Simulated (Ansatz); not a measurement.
## AlAs4: balancing the decomposition

Method: Ansatz, DFT PBE, scalar-relativistic, plane waves, PAW. All cells share a 420 eV cutoff and Γ-centred k meshes spaced about 0.3 Å⁻¹ or finer (0.25 for metals, 2π included). No spin polarisation.

Energies over the elements count from the elements' standard structures at the same level, with no fitted energy shifts.

All energies are static (0 K, no zero-point motion). No dispersion correction is applied, so the spacing and binding between layers, chains or molecules are poorly described (AlAs4 P-3m1). The reference form of As is held partly by dispersion forces, which this level lacks.

A trial structure of AlAs4 (reached from: a cell proposed by chemical analogy; relaxed: space group P-3m1 (No. 164), a = 3.843 Å, c = 20.402 Å) has a formation energy of -0.076 eV/atom. It holds As–As nets (shortest 2.58 Å). At its composition the lowest mixture among the elements and 1 reference phase computed alike (others may be missing) consists of these:

```csv
phase,source,ΔE_f (eV/atom)
As (solid),element,-0.001
AlAs (F-43m),COD,-0.487
```

The lowest database cell of As (-0.001) lies slightly below the reference, hence the non-zero entry.

**Question.** Write the balanced decomposition and find its energy per atom, per formula unit and per mole of formula units.

**Answer.** Balancing Al and As gives AlAs4 → 3 As + AlAs. The left side holds 5 atoms, and the products take 3/5 (As) and 2/5 (AlAs) of them. The mixture therefore lies at 3/5 × (-0.001) + 2/5 × (-0.487) = -0.195 eV/atom. The reaction energy is -0.195 − (-0.076) = -0.119 eV/atom. Times 5 atoms that is -0.595 eV per AlAs4, and times 96.485 it is -57 kJ per mole of AlAs4. Decomposition is downhill, so the trial structure is unstable against this mixture.
